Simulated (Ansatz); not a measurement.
# BaS (rocksalt): zero-pressure volume and bulk modulus with LDA

One table from this session's results is given with a row withheld; the runs are named, their logs left out.

Program: Ansatz 0.2.0. Level of theory: DFT LDA, scalar-relativistic, plane waves, PAW. These are calculated values, not measurements.

### The system as given

Symmetry: Fm-3m, No. 225, cubic system. Conventional cell: a = 6.388 Å, b = 6.388 Å, c = 6.388 Å, α = 90.00°, β = 90.00°, γ = 90.00°. Around Ba (site symmetry m-3m) lie 6 S at 3.19 Å. S (site symmetry m-3m) is surrounded by 6 Ba at 3.19 Å.

Coordinates:

```xyz
2
Lattice="0.0000 3.1938 3.1938 3.1938 0.0000 3.1938 3.1938 3.1938 0.0000" Properties=species:S:1:pos:R:3 pbc="T T T"
Ba    3.1938    3.1938    3.1938
S     0.0000    0.0000    0.0000
```

An earlier run on this cell at PBE gave 0.84 GPa at 32.576 Å³/atom (6×6×6 mesh), gap on the mesh 2.21 eV.

The first run:

The input, input.yaml:

```yaml
crystal:
  lattice:
    - [0.0, 3.193750825, 3.193750825]
    - [3.193750825, 0.0, 3.193750825]
    - [3.193750825, 3.193750825, 0.0]
  atoms:
    - { symbol: Ba, position: [0.5, 0.5, 0.5] }
    - { symbol: S, position: [0.0, 0.0, 0.0] }
basis:
  ecutwfc: 420
  ecutrho_ratio: 4
kpoints:
  mp_grid: { grid: [6, 6, 6] }
hamiltonian:
  xc: lda
scf:
  occupations: { method: gaussian, width: 0.05 }
output:
  forces: true
  stress: true
  eigenvalues: true
```

The run is started by

```sh
> ansatz run input.yaml --threads 4 --pin off --max-ram 8192MiB --backend cpu --events-out ev --progress --plain --runs-dir out
```

Steps of the session up to this table: At the given cell; Stepping to 32.040 Å³/atom; Stepping to 30.828 Å³/atom; Volume × 0.98 of the new zero; Volume × 1.02 of the new zero; Volume × 0.96 of the new zero; Volume × 1.04 of the new zero.

One of the session's tables, all rows but one given; the rest of the session is left out.

It belongs to the step «Energy and pressure against volume». 

```
volume (Å³/atom)  energy (meV/atom)  pressure (GPa)
          29.595               8.51            2.29
          30.211               2.06            1.08
          30.828               0.00            0.01
          31.445                  ?               ?
          32.061               7.22           -1.82
```

Q: Estimate the row for volume (Å³/atom) = 31.445 from the others.

Worked estimate for «energy (meV/atom)». A straight line through the neighbours (30.828, 0.00) and (32.061, 7.22) gives 0.00 + (7.22 − 0.00) × (31.445 − 30.828) / (32.061 − 30.828) = 3.61; a parabola fitted to 3 rows on both sides gives 1.72.

**Answer.** energy (meV/atom): 1.85; pressure (GPa): -0.96. In «energy (meV/atom)» the line misses by +1.76 and the parabola by -0.13.
